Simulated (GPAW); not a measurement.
A calculation with GPAW 26.7.0 of MgS (Niningerite) (ASE script, structure from a POSCAR):

File run.py:

```python
import json
import numpy as np
from ase.dft.bandgap import bandgap
from ase.io import read, write
from gpaw import GPAW, PW
from gpaw.response.g0w0 import G0W0

atoms = read('POSCAR')

calc = GPAW(mode=PW(650),
            xc='PBE',
            kpts={'size': (4, 4, 4), 'gamma': True},
            occupations={'name': 'fermi-dirac', 'width': 0.001},
            nbands=16,
            convergence={'density': 1e-06},
            maxiter=150,
            txt='gpaw.txt')
atoms.calc = calc
energy = atoms.get_potential_energy()
calc.write('gs.gpw')
write('result.traj', atoms)
print(f'Energy: {energy:.6f} eV')
print('Fermi level:', round(calc.get_fermi_level(), 4), 'eV')
print(f'Gap: {bandgap(calc)[0]:.4f} eV, direct: {bandgap(calc, direct=True)[0]:.4f} eV')

calc.diagonalize_full_hamiltonian(nbands=83)
calc.write('full.gpw', mode='all')

ibz = calc.get_ibz_k_points()
gap, vbm, cbm = bandgap(calc, output=None)
gap, direct, _ = bandgap(calc, direct=True, output=None)
gamma = int(np.abs(ibz).sum(1).argmin())
kpts = sorted({gamma, vbm[1], cbm[1], direct[1]})
gw = G0W0(calc='full.gpw',
          filename='gw',
          ecut=100,
          ecut_extrapolation=True,
          relbands=(-2, 2),
          kpts=kpts,
          integrate_gamma='WS',
          ppa=True)
gw.calculate()
results = {mode: {key: np.asarray(r[key]).tolist() for key in ['f', 'eps', 'vxc', 'exx', 'sigma', 'Z', 'qp', 'sigma_eskn']}
           for mode, r in gw.all_results.items()}
json.dump({'kpts': ibz[kpts].tolist(), 'results': results}, open('gw.json', 'w'))
for mode, r in results.items():
    f, qp = np.array(r['f']), np.array(r['qp'])
    print(mode, 'quasiparticle energies (eV):')
    print(qp.round(3))
    print(mode, 'gap:', round(qp[f < 0.5].min() - qp[f > 0.5].max(), 4), 'eV')
```

File POSCAR:

```
MgS
1.0
    0.0000000000      2.6016500000      2.6016500000
    2.6016500000      0.0000000000      2.6016500000
    2.6016500000      2.6016500000      0.0000000000
S Mg
1 1
Direct
    0.5000000000      0.5000000000      0.5000000000
    0.0000000000      0.0000000000      0.0000000000
```

Potentials or basis: GPAW PAW data sets (gpaw-data 1.2.1), pw.

Launch:

```console
$ OMP_NUM_THREADS=1 python run.py
```

Problem. Write the same calculation in another form: ASE script, structure typed inline.

Solution. As run:

File run.py:

```python
import json
import numpy as np
from ase import Atoms
from ase.dft.bandgap import bandgap
from ase.io import write
from gpaw import GPAW, PW
from gpaw.response.g0w0 import G0W0

atoms = Atoms(['S', 'Mg'],
              cell=[[0.0, 2.60165, 2.60165],
                    [2.60165, 0.0, 2.60165],
                    [2.60165, 2.60165, 0.0]],
              scaled_positions=[[0.5, 0.5, 0.5],
                                [0.0, 0.0, 0.0]],
              pbc=True)

calc = GPAW(mode=PW(650),
            xc='PBE',
            kpts={'size': (4, 4, 4), 'gamma': True},
            occupations={'name': 'fermi-dirac', 'width': 0.001},
            nbands=16,
            convergence={'density': 1e-06},
            maxiter=150,
            txt='gpaw.txt')
atoms.calc = calc
energy = atoms.get_potential_energy()
calc.write('gs.gpw')
write('result.traj', atoms)
print(f'Energy: {energy:.6f} eV')
print('Fermi level:', round(calc.get_fermi_level(), 4), 'eV')
print(f'Gap: {bandgap(calc)[0]:.4f} eV, direct: {bandgap(calc, direct=True)[0]:.4f} eV')

calc.diagonalize_full_hamiltonian(nbands=83)
calc.write('full.gpw', mode='all')

ibz = calc.get_ibz_k_points()
gap, vbm, cbm = bandgap(calc, output=None)
gap, direct, _ = bandgap(calc, direct=True, output=None)
gamma = int(np.abs(ibz).sum(1).argmin())
kpts = sorted({gamma, vbm[1], cbm[1], direct[1]})
gw = G0W0(calc='full.gpw',
          filename='gw',
          ecut=100,
          ecut_extrapolation=True,
          relbands=(-2, 2),
          kpts=kpts,
          integrate_gamma='WS',
          ppa=True)
gw.calculate()
results = {mode: {key: np.asarray(r[key]).tolist() for key in ['f', 'eps', 'vxc', 'exx', 'sigma', 'Z', 'qp', 'sigma_eskn']}
           for mode, r in gw.all_results.items()}
json.dump({'kpts': ibz[kpts].tolist(), 'results': results}, open('gw.json', 'w'))
for mode, r in results.items():
    f, qp = np.array(r['f']), np.array(r['qp'])
    print(mode, 'quasiparticle energies (eV):')
    print(qp.round(3))
    print(mode, 'gap:', round(qp[f < 0.5].min() - qp[f > 0.5].max(), 4), 'eV')
```

Potentials or basis: GPAW PAW data sets (gpaw-data 1.2.1), pw.

Run with:

```console
$ OMP_NUM_THREADS=1 python run.py
```

Both were run:

|  | ASE script, structure from a POSCAR | ASE script, structure typed inline |
| --- | --- | --- |
| Band gap on the k mesh, mean-field level | 2.77 eV, indirect (least direct gap 3.71 eV) | 2.77 eV, indirect (least direct gap 3.71 eV) |
| Quasiparticle gap | 4.24 eV | 4.24 eV |
| Least direct quasiparticle gap | 5.15 eV | 5.15 eV |

Keys that steer only the numerical path or the files written may differ.

Caveat: the k mesh is coarse (spacing up to 0.52 Å⁻¹), so the values aren't converged; the quasiparticle gap is taken among the few k points that were corrected; the long-wavelength limit can be off by a per cent or two.
